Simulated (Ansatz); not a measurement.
PbSe (zincblende) at its r2SCAN geometry, run in Ansatz at 4 levels of theory. All values are calculated for a non-magnetic cell, which may be hypothetical.

The PBE+SOC input:
```yaml
crystal:
  lattice:
    - [0.0, 3.4232041378, 3.4232041378]
    - [3.4232041378, 0.0, 3.4232041378]
    - [3.4232041378, 3.4232041378, 0.0]
  atoms:
    - { symbol: Pb, position: [0.0, 0.0, 0.0] }
    - { symbol: Se, position: [0.25, 0.25, 0.25] }
kpoints:
  mp_grid: { grid: [6, 6, 6] }
  band_path:
    path:
      - [0.0, 0.0, 0.0]
      - [-0.5, -0.5, 0.0]
      - [-0.375, -0.375, 0.25]
      - [-0.375, 0.0, 0.375]
      - [0.0, 0.0, 0.5]
      - [-0.5, -0.25, 0.25]
      - [0.25, -0.5, -0.25]
      - [0.0, 0.5, 0.5]
    npoints: 1
hamiltonian:
  xc: pbe
scf:
  occupations: { method: fermi_dirac, width: 0.02 }
  n_extra_bands: 8
magnetization:
  noncollinear: true
  spin_orbit: true
output:
  forces: true
  stress: true
  eigenvalues: true
```

Main results, then, where recorded, the levels near the gap in eV from the Fermi energy (columns number the bands from 0), one row a point of the path (Γ, X, U, K, L, W, W, X):
```
Crystal: 2 atoms, lattice volume = 80.228 Å³
Symmetry: 24 space group operations + 24 with time reversal
Magnetic group: BNS 216.75 (UNI 1577)
```
```
Basis set: ecut = 420 eV, 1471 PW (Γ)
k-points: 16 of 216 (time reversal used)
SCF converged after 7 iterations
Free energy (F): -17414.958648 eV
Fermi energy:    5.420444 eV
--- Stress (GPa, compression-positive) ---
        0.705035       0.000000       0.000000
        0.000000       0.705035       0.000000
        0.000000       0.000000       0.705035
  P = ⅓ Tr σ = 0.7050 GPa (7.050 kbar)
```
```tsv
band_24	band_25	band_26	band_27	band_28	band_29	band_30	band_31	band_32	band_33	band_34	band_35
-2.327	-2.327	-1.778	-1.778	-1.778	-1.778	0.696	0.696	2.351	2.351	2.351	2.351
-3.305	-3.305	-3.104	-3.104	-0.792	-0.792	0.290	0.290	4.024	4.024	4.967	4.967
-3.738	-3.519	-3.007	-2.937	-0.735	-0.619	1.064	1.447	3.253	3.541	4.143	4.171
-3.738	-3.519	-3.007	-2.937	-0.735	-0.619	1.064	1.447	3.253	3.541	4.143	4.171
-2.752	-2.752	-2.300	-2.300	-2.269	-2.269	1.931	1.931	3.025	3.025	3.475	3.475
-3.677	-3.401	-3.385	-3.206	-0.397	-0.161	1.098	2.221	2.397	2.633	4.177	4.379
-3.677	-3.401	-3.385	-3.206	-0.397	-0.161	1.098	2.221	2.397	2.633	4.177	4.379
-3.305	-3.305	-3.104	-3.104	-0.792	-0.792	0.290	0.290	4.024	4.024	4.967	4.967
```

PBE+SOC gives an indirect gap of 0.45 eV, from W to X; the least direct gap is 1.07 eV at W–X (0.33 of the way from W).

Q: Another run on the same cell gave
```
Basis set: ecut = 420 eV, 1471 PW (Γ)
k-points: 8 of 64 (time reversal used)
hybrid outer 1: dexx = +7.119e-3 eV, tail = 4.79e-5 eV
hybrid outer 2: dexx = +3.801e-7 eV, tail = 1.54e-8 eV, Δε = 1.71e-3 eV
hybrid SCF converged: 2 outer / 12 inner (+4 warm-up)
Free energy (F): -17381.319032 eV
Fermi energy:    4.882590 eV
--- Stress (GPa, compression-positive) ---
        0.098892       0.000000       0.000000
        0.000000       0.098892       0.000000
        0.000000       0.000000       0.098892
  P = ⅓ Tr σ = 0.0989 GPa (0.989 kbar)
```
```tsv
band_12	band_13	band_14	band_15	band_16	band_17
-1.915	-1.915	-1.915	2.645	2.645	2.645
-3.239	-3.239	-0.585	1.063	5.641	5.641
-3.688	-3.019	-0.397	2.155	4.607	4.901
-3.688	-3.019	-0.397	2.155	4.607	4.901
-2.487	-2.487	-2.154	3.451	3.451	4.285
-3.529	-3.439	0.000	2.744	3.278	5.207
-3.529	-3.439	0.000	2.744	3.278	5.207
-3.239	-3.239	-0.585	1.063	5.641	5.641
```
Which level of theory gave it?

A: It is HSE06, judged by the exchange loop and the size of the gap (a near hybrid could fit too), on 4×4×4; the blocks that differ from the first input, but for the band path:
```yaml
kpoints:
  mp_grid: { grid: [4, 4, 4] }
hamiltonian:
  xc: hse06
scf:
  occupations: { method: fixed }
  n_extra_bands: 4
```
(magnetization left out)
HSE06 gives an indirect gap of 1.06 eV, from W to X; the least direct gap is 1.65 eV at X. The mean stress, +0.1 GPa, is small, and the program warns that its thresholds are loose for a hybrid's stress.

Q: Another run on the same cell gave
```
Basis set: ecut = 420 eV, 1471 PW (Γ)
k-points: 8 of 64 (time reversal used)
hybrid outer 1: dexx = +1.443e-3 eV, tail = 3.14e-6 eV
hybrid outer 2: dexx = +1.517e-8 eV, tail = 1.05e-8 eV, Δε = 7.89e-4 eV
hybrid SCF converged: 2 outer / 9 inner (+4 warm-up)
Free energy (F): -17377.213520 eV
Fermi energy:    4.882411 eV
--- Stress (GPa, compression-positive) ---
        0.378048       0.000000       0.000000
        0.000000       0.378048       0.000000
        0.000000       0.000000       0.378048
  P = ⅓ Tr σ = 0.3780 GPa (3.780 kbar)
```
```tsv
band_12	band_13	band_14	band_15	band_16	band_17
-1.797	-1.797	-1.797	2.687	2.687	2.687
-3.091	-3.091	-0.575	1.138	5.583	5.583
-3.533	-2.878	-0.405	2.220	4.601	4.874
-3.533	-2.878	-0.405	2.220	4.601	4.874
-2.360	-2.360	-2.129	3.480	3.480	4.295
-3.375	-3.302	0.000	2.757	3.341	5.197
-3.375	-3.302	0.000	2.757	3.341	5.197
-3.091	-3.091	-0.575	1.138	5.583	5.583
```
Which level of theory gave it?

A: It is DDH-PBE0, judged by the exchange loop and the size of the gap (a near hybrid could fit too), on 4×4×4; the blocks that differ from the first input, but for the band path:
```yaml
crystal:
  # lattice and atoms as above
  host: atoms
kpoints:
  mp_grid: { grid: [4, 4, 4] }
hamiltonian:
  xc:
    exchange: pbe
    correlation: pbe
    exx: { coeff: inverse_dielectric }
scf:
  occupations: { method: fixed }
  n_extra_bands: 4
```
(magnetization left out)
DDH-PBE0 gives an indirect gap of 1.14 eV, from W to X; the least direct gap is 1.71 eV at X. The mean stress, +0.4 GPa, is small, and the program warns that its thresholds are loose for a hybrid's stress.

Q: In the first input these blocks are replaced (the band path and keys that only write files left aside):
```yaml
kpoints:
  mp_grid: { grid: [4, 4, 4] }
hamiltonian:
  xc: pbe0
scf:
  occupations: { method: fixed }
  n_extra_bands: 4
```
(magnetization left out)
What comes out?

A:
```
Basis set: ecut = 420 eV, 1471 PW (Γ)
k-points: 8 of 64 (time reversal used)
hybrid outer 1: dexx = +1.117e-2 eV, tail = 5.51e-5 eV
hybrid outer 2: dexx = +1.143e-6 eV, tail = 3.65e-8 eV, Δε = 2.42e-3 eV
hybrid SCF converged: 2 outer / 11 inner (+4 warm-up)
Free energy (F): -17378.191484 eV
Fermi energy:    4.567224 eV
--- Stress (GPa, compression-positive) ---
        0.089171       0.000000       0.000000
        0.000000       0.089171       0.000000
        0.000000       0.000000       0.089171
  P = ⅓ Tr σ = 0.0892 GPa (0.892 kbar)
```
```tsv
band_12	band_13	band_14	band_15	band_16	band_17
-1.949	-1.949	-1.949	3.292	3.292	3.292
-3.307	-3.307	-0.616	1.682	6.333	6.333
-3.772	-3.084	-0.418	2.796	5.285	5.585
-3.772	-3.084	-0.418	2.796	5.285	5.585
-2.541	-2.541	-2.222	4.111	4.111	4.966
-3.617	-3.522	0.000	3.385	3.949	5.874
-3.617	-3.522	0.000	3.385	3.949	5.874
-3.307	-3.307	-0.616	1.682	6.333	6.333
```
With PBE0 the valence top lies at W and the conduction bottom at X, 1.68 eV higher; the smallest vertical gap, at X, is 2.30 eV. The mean stress, +0.1 GPa, is small, and the program warns that its thresholds are loose for a hybrid's stress.

Small level splittings and stresses of the hybrids carry the error of their coarser meshes.

Totals of different functionals, or with and without spin-orbit coupling, can't be compared.

Only the levels marked +SOC include spin-orbit coupling.
